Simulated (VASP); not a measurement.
A run of VASP 6.6.1:

The input POSCAR:

```
MnF2
1.0
    4.8738000000      0.0000000000      0.0000000000
    0.0000000000      4.8738000000      0.0000000000
    0.0000000000      0.0000000000      3.3107000000
Mn F
2 4
Direct
    0.5000000000      0.5000000000      0.5000000000
    0.0000000000      0.0000000000      0.0000000000
    0.8053000000      0.1947000000      0.5000000000
    0.6947000000      0.6947000000      0.0000000000
    0.1947000000      0.8053000000      0.5000000000
    0.3053000000      0.3053000000      0.0000000000
```

File INCAR.step1:

```
SYSTEM = MnF2
ALGO = Normal
EDIFF = 1E-6
ENCUT = 520
GGA = PS
ISIF = 2
ISMEAR = -1
ISPIN = 2
LASPH = .True.
LCHARG = .True.
LMAXMIX = 4
LORBIT = 11
LREAL = .False.
LWAVE = .False.
MAGMOM = 4 4 0 0 0 0
NELM = 120
PREC = Accurate
SIGMA = 0.05
```

Contents of KPOINTS.step1:

```
k-points
0
Gamma
  6 6 8
  0 0 0
```

The input INCAR.step2:

```
SYSTEM = MnF2
ALGO = Normal
EDIFF = 1E-6
ENCUT = 520
GGA = PS
ICHARG = 11
ISIF = 2
ISMEAR = 0
ISPIN = 2
LASPH = .True.
LCHARG = .False.
LMAXMIX = 4
LORBIT = 11
LREAL = .False.
LWAVE = .False.
MAGMOM = 4 4 0 0 0 0
NELM = 120
PREC = Accurate
SIGMA = 0.05
```

Contents of KPOINTS.step2:

```
path GXMGZRAZ,XR,MA
10
line-mode
reciprocal
 0.0000000000  0.0000000000  0.0000000000  G
 0.0000000000  0.5000000000  0.0000000000  X

 0.0000000000  0.5000000000  0.0000000000  X
 0.5000000000  0.5000000000  0.0000000000  M

 0.5000000000  0.5000000000  0.0000000000  M
 0.0000000000  0.0000000000  0.0000000000  G

 0.0000000000  0.0000000000  0.0000000000  G
 0.0000000000  0.0000000000  0.5000000000  Z

 0.0000000000  0.0000000000  0.5000000000  Z
 0.0000000000  0.5000000000  0.5000000000  R

 0.0000000000  0.5000000000  0.5000000000  R
 0.5000000000  0.5000000000  0.5000000000  A

 0.5000000000  0.5000000000  0.5000000000  A
 0.0000000000  0.0000000000  0.5000000000  Z

 0.0000000000  0.5000000000  0.0000000000  X
 0.0000000000  0.5000000000  0.5000000000  R

 0.5000000000  0.5000000000  0.0000000000  M
 0.5000000000  0.5000000000  0.5000000000  A
```

Potentials or basis: VASP PAW PBE potentials, release 64 (Mn_pv, F).

Command:

```bash
$ cat potpaw_PBE.64/Mn_pv/POTCAR potpaw_PBE.64/F/POTCAR > POTCAR
$ cp INCAR.step1 INCAR
$ cp KPOINTS.step1 KPOINTS
$ mpirun -np 1 vasp_std > vasp.out
$ cp INCAR.step2 INCAR
$ cp KPOINTS.step2 KPOINTS
$ mpirun -np 1 vasp_std > vasp.out
```

Hardware: 1 thread of Intel(R) Xeon(R) 6975P-C (Granite Rapids), with other jobs on the host.

Task: How long does it take, and how much memory?

Result: Wall time 2.8 min on 1 thread of Intel(R) Xeon(R) 6975P-C (Granite Rapids), with other jobs on the host, peak memory 0.44 GiB. Counts: scf iterations 8, k points 90.
